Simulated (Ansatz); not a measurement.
# BaTiO3: the cost of one run

Program: Ansatz 0.2.0. Level of theory: DFT PBE+U, scalar-relativistic, plane waves, PAW. These are calculated values, not measurements.

2 further runs of the same task are left out: 2 set aside as unsound or not needed. Runs told in other sessions of the task aren't counted.

**1. The structure to begin with**

The structure is orthorhombic, space group Amm2 (No. 38). The conventional cell has a = 4.008 Å, b = 5.747 Å, c = 5.772 Å, α = 90.00°, β = 90.00°, γ = 90.00°. Ba (site symmetry mm2) has 12 O at 2.79 to 2.98 Å in its first shell of neighbours. Ti (site symmetry mm2) has 6 O at 1.89 to 2.19 Å in its first shell of neighbours. Around O (site symmetry mm2) lie 2 Ti at 2.01 Å and 4 Ba at 2.79 to 2.98 Å. Around O (site symmetry m) lie 2 Ti at 1.89 to 2.19 Å and 2 Ba at 2.82 Å.

Coordinates:

```
CELL_PARAMETERS angstrom
0.00000 -2.87328 -2.88592
-4.00822 2.87328 -2.88592
4.00822 2.87328 -2.88592
ATOMIC_POSITIONS crystal
Ba 0.99192 0.99596 0.99596
Ba 0.99192 0.49596 0.49596
Ti 0.48029 0.99015 0.49015
Ti 0.48029 0.49015 0.99015
O 0.50837 0.25419 0.25419
O 0.50837 0.75419 0.75419
O 0.50619 0.75850 0.25850
O 0.50619 0.25850 0.75850
O 0.01700 0.00310 0.50310
O 0.01700 0.50310 0.00310
```

It is built from the cell relaxed beforehand with the same method (13.29 Å³/atom).

**2. Zero of energy**

The cell is repeated 2 times, 10 atoms in all. The reference gives a free energy of -20312.2619 eV, pressure 0.01 GPa, largest force 0.006 eV/Å and gap on the mesh 2.52 eV. It was computed beforehand with the settings of the runs below.

**3. Setting up freezing in a mode**

Mode 1 of the phonon run on this cell, counted from the lowest, is frozen in: each atom moves by x times its row below, so x is the largest displacement.

```
atom      ux     uy     uz
 Ba1   0.033  0.000  0.000
 Ba2   0.033  0.000  0.000
 Ti3   0.630  0.000  0.000
 Ti4   0.630  0.000  0.000
  O5  -1.000  0.000  0.000
  O6  -1.000  0.000  0.000
  O7  -0.582  0.000  0.000
  O8  -0.582  0.000  0.000
  O9  -0.584  0.000  0.000
 O10  -0.584  0.000  0.000
```

**4. Point x = -0.400 Å**

input.yaml reads:

```yaml
crystal:
  lattice:
    - [0.0, -2.8732814832, -2.8859184405]
    - [-4.0082194129, 2.8732814832, -2.8859184405]
    - [4.0082194129, 2.8732814832, -2.8859184405]
  atoms:
    - { symbol: Ba, position: [0.9919228102, 0.9976028645, 0.9943199457] }
    - { symbol: Ba, position: [0.9919228102, 0.4976028645, 0.4943199457] }
    - { symbol: Ti, position: [0.4802907077, 1.0215583794, 0.4587323282] }
    - { symbol: Ti, position: [0.4802907077, 0.5215583794, 0.9587323282] }
    - { symbol: O, position: [0.5083731737, 0.2042891189, 0.3040840549] }
    - { symbol: O, position: [0.5083731737, 0.7042891189, 0.8040840549] }
    - { symbol: O, position: [0.5061924564, 0.7294730256, 0.2875278264] }
    - { symbol: O, position: [0.5061924564, 0.2294730256, 0.7875278264] }
    - { symbol: O, position: [0.0170008519, -0.0260521577, 0.5322446141] }
    - { symbol: O, position: [0.0170008519, 0.4739478423, 0.0322446141] }
basis:
  ecutwfc: 420
kpoints:
  mp_grid: { grid: [6, 4, 4] }
hamiltonian:
  xc: pbe
  hubbard: { sites: [{ species: Ti, l: d, u_eff: 4.0 }] }
scf:
  occupations: { method: gaussian, width: 0.05 }
output:
  forces: true
  stress: true
  eigenvalues: true
```

On the command line:

```sh
ansatz run input.yaml --threads 2 --pin off --max-ram 5120MiB --backend cpu --events-out ev --progress --plain --runs-dir out
```

**Question.** How long does this run take on 2 threads of Intel Xeon Platinum 8259CL at 2.50GHz (Skylake/Cascade Lake), shared host, and how much memory does it need?

About 24 s, with a peak of 0.79 GiB.
